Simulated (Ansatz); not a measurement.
# Phonons of La2O3

Method: PBEsol, scalar-relativistic; no spin polarisation; PAW, 420 eV, Gaussian smearing of 0.05 eV; code Ansatz. The datasets are Ansatz's generated set soft_2.

```
CELL_PARAMETERS angstrom
6.30187 0.00000 0.00000
-3.15093 5.45758 0.00000
0.00000 0.00000 3.25223
ATOMIC_POSITIONS crystal
La 0.33333 0.66667 0.49995
La 0.66667 0.33333 0.50005
O 0.50000 0.50000 0.00000
O 0.50000 0.00000 0.00000
O 0.00000 0.50000 0.00000
```

The chain of runs began from a cell as deposited in COD, expanded in volume.

Force constants come from finite displacements in a 2×2×3 supercell (the unit cell's 4×4×9 k-mesh, folded to it); the long-range dipole term is included. Points in reciprocal vectors of this cell: Γ = (0.000, 0.000, 0.000), M = (0.500, 0.000, 0.000), K = (0.333, 0.333, 0.000), A = (0.000, 0.000, 0.500), L = (0.500, 0.000, 0.500), H = (0.333, 0.333, 0.500).

Problem. Is the structure dynamically stable along this path, and where does the spectrum end?

Solution. Yes: no branch is imaginary beyond numerical noise. The highest frequency is 565 cm⁻¹, at Γ. Points that don't fit the supercell are interpolated. At Γ the polar modes depend on the direction of approach; the table gives the limit along the path's first leg.

Frequencies at the named points (cm⁻¹, imaginary ones negative):
```tsv
point	ω (cm⁻¹)
Γ	0 0 0 72 143 197 202 202 228 228 254 295 299 526 565
M	29 46 62 128 143 169 204 207 218 229 268 277 320 535 558
K	55 55 73 120 120 176 213 213 229 241 241 285 331 542 542
A	82 82 128 128 136 175 209 209 261 261 261 312 355 355 513
L	70 82 131 136 166 204 220 232 244 260 307 320 341 362 450
H	52 110 110 144 191 191 218 218 254 258 315 315 331 410 410
```

Problem. What does the harmonic approximation give for the vibrational free energy, entropy and heat capacity?

Solution. Zero-point energy 43.4 meV/atom.
| T (K) | F_vib (meV/atom) | S (J/K per mole of atoms) | C_V (J/K per mole of atoms) |
| --- | --- | --- | --- |
| 100 | 40.1 | 8.4 | 12.0 |
| 200 | 25.5 | 19.4 | 19.4 |
| 300 | 0.8 | 27.9 | 22.1 |
| 400 | -31.6 | 34.4 | 23.2 |
| 500 | -70.1 | 39.7 | 23.8 |
| 600 | -113.5 | 44.0 | 24.1 |
| 700 | -161.1 | 47.8 | 24.3 |
| 800 | -212.4 | 51.0 | 24.5 |
| 900 | -266.8 | 53.9 | 24.6 |
| 1000 | -324.0 | 56.5 | 24.6 |

The highest mode, 565 cm⁻¹, is worth 810 K. At 300 K the heat capacity has reached 88 % of the classical limit 3R = 24.9 J/K per mole of atoms, since the stiffer modes are still partly frozen out.

Cost: 6.9 min on 4 threads of Intel(R) Xeon(R) Platinum 8259CL CPU @ 2.50GHz (Skylake/Cascade Lake), with other jobs on the host, peak memory 7 GiB.

No spin–orbit coupling, a notable omission for heavy elements.
